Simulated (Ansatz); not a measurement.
## Phases of Be at 69 GPa

Structure types of Be are relaxed in primitive cells with their symmetry kept at 69 GPa, first on PAW files, then by LAPW. The enthalpy is E + pV at zero temperature, without zero-point motion. Only the types listed were tried, and differences under about 5 meV/atom are mesh noise.

Level of theory: DFT with PBE, scalar-relativistic, in Ansatz 0.2.0; Fermi–Dirac smearing of 0.05 eV, no spin polarisation. LAPW: all electrons, basis error target 0.5 meV/atom; PAW: frozen-core files, cutoff 420 eV.

k meshes: fcc 23×23×23, bcc 24×24×24, hcp 22×22×12, simple hexagonal 23×23×21, omega 11×11×16, diamond 17×17×17.

Problem. Which type is lowest in enthalpy, and by how much?

Solution. hcp, 67 meV/atom below fcc. The whole table:

```tsv
start type	ends as	a, b, c (Å)	V (Å³/atom)	H − H(lowest), LAPW (meV/atom)	same, PAW
fcc	fcc, Fm-3m	2.830, 2.830, 2.830	5.67	66.5	66.4
bcc	bcc, Im-3m	2.243, 2.243, 2.243	5.64	73.9	73.9
hcp	hcp, P6_3/mmc	2.019, 2.019, 3.226	5.70	0.0	0.0
simple hexagonal	simple hexagonal, P6/mmm	1.918, 1.918, 1.969	6.28	915.5	914.8
omega	omega, P6/mmm	3.211, 3.211, 1.922	5.72	217.3	217.3
diamond	diamond, Fd-3m	4.025, 4.025, 4.025	8.15	3232.7	3231.5
```

Problem. Split the lead of hcp over fcc into energy and pV.

Solution. For fcc less hcp: ΔE = +78.7 meV/atom, and p·ΔV = 69 GPa × -0.0282 Å³ × 6.242 meV/(GPa·Å³) = -12.1 meV/atom, together 66.6 meV/atom. hcp wins by its internal energy, though it is the less dense.
